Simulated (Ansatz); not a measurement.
Energy ranking of Zr₃S₂ structures

Computed with Ansatz 0.2.0, DFT r2SCAN, scalar-relativistic, plane waves, PAW. Settings: cutoff 500 eV, Γ-centred meshes no coarser than 0.19 Å⁻¹ for metals and 0.3 Å⁻¹ for insulators (2π included), Gaussian smearing.

All energies are static (0 K, no zero-point motion). Only the structures computed here compete, so a lower one can exist. For metals, differences of a few meV/atom aren't resolved. No run is spin-polarised.

```tsv
#	started from	space group	atoms	V (Å³/atom)	ΔE (meV/atom)	gap on mesh (eV)
1	database cell	R32 (No. 155)	5	20.2	0	0.00
2	anti-A-type sesquioxide type	P-3m1 (No. 164)	5	18.9	156	0.00
```

The lowest structure: Space group R32 (No. 155), trigonal, a = 5.782 Å, c = 10.484 Å. Around Zr lie 4 S at 2.60–2.61 Å; S is coordinated by 6 Zr at 2.60–2.61 Å. Its energy against the elements is -1.23 eV/atom. The zero of energy is the lowest elemental structures computed at the same level; no fitted shifts are applied.

```cif
data_structure
_symmetry_space_group_name_H-M 'R32:H'
_symmetry_Int_Tables_number 155
_cell_length_a 5.7816
_cell_length_b 5.7816
_cell_length_c 10.4836
_cell_angle_alpha 90.000
_cell_angle_beta 90.000
_cell_angle_gamma 120.000
_cell_volume 303.48
loop_
_atom_site_label
_atom_site_type_symbol
_atom_site_symmetry_multiplicity
_atom_site_Wyckoff_symbol
_atom_site_fract_x
_atom_site_fract_y
_atom_site_fract_z
_atom_site_occupancy
Zr1 Zr 9 e 0.99527 0.66667 0.16667 1
S1 S 6 c 0.33333 0.66667 0.00179 1
```

The second: Space group P-3m1 (No. 164), trigonal, a = 4.162 Å, c = 6.291 Å. Zr on Wyckoff site a (1 atom of the primitive cell) is coordinated by 6 S at 2.76 Å and 6 Zr at 3.26 Å; Zr on Wyckoff site d (2 atoms of the primitive cell) has 3 S at 2.54 Å and 1 S at 2.72 Å (next Zr at 3.06 Å); around S lie 3 Zr at 2.54 Å and 4 Zr at 2.72–2.76 Å.

(1) At what pressure would number 2, the only denser structure, take over if both were incompressible?

Answers

(1) ΔE/ΔV is 156 meV/atom over 20.23 − 18.87 Å³/atom, about 18 GPa. This crude estimate ignores compression.